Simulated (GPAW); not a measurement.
Crystal: PtS2.

```
Pt S
1.0
     3.54320    0.00000    0.00000
    -1.77160    3.06850    0.00000
     0.00000    0.00000    5.03880
Pt S
1 2
Direct
  0.00000 0.00000 0.00000
  0.66667 0.33333 0.77300
  0.33333 0.66667 0.22700
```

Program: GPAW 26.7.0. Alike in all runs: no spin polarisation; cell as given. Hardware: 1 thread of Arm Neoverse V2 (shared host).

Q: Order these runs on this cell by their wall time, lowest first.
A. task band structure; level r2SCAN; potentials or basis GPAW PAW data sets (gpaw-data 1.2.1), pw; k mesh 7 × 7 × 4; cutoff (eV) 600; smearing fermi-dirac 0.05 eV; band path GMKGALHA,LM,KH; band points 60
B. task single point; level PBE; potentials or basis GPAW PAW data sets (gpaw-data 1.2.1), pw; k mesh 9 × 9 × 5; cutoff (eV) 600; smearing fermi-dirac 0.05 eV
C. task dielectric tensor; level LDA; potentials or basis the program's PAW data sets (release 1.2.1) made for this functional, pw; k mesh 7 × 7 × 4; cutoff (eV) 450; smearing fermi-dirac 0.001 eV; response ecut 80 eV; response k mesh 22 × 22 × 13; response bands 44

A: B (43 s), A (170 s), C (1000 s).

Caveats: the long-wavelength limit can be off by several per cent where d states take part (some runs).

Not every run made on this cell is shown here.
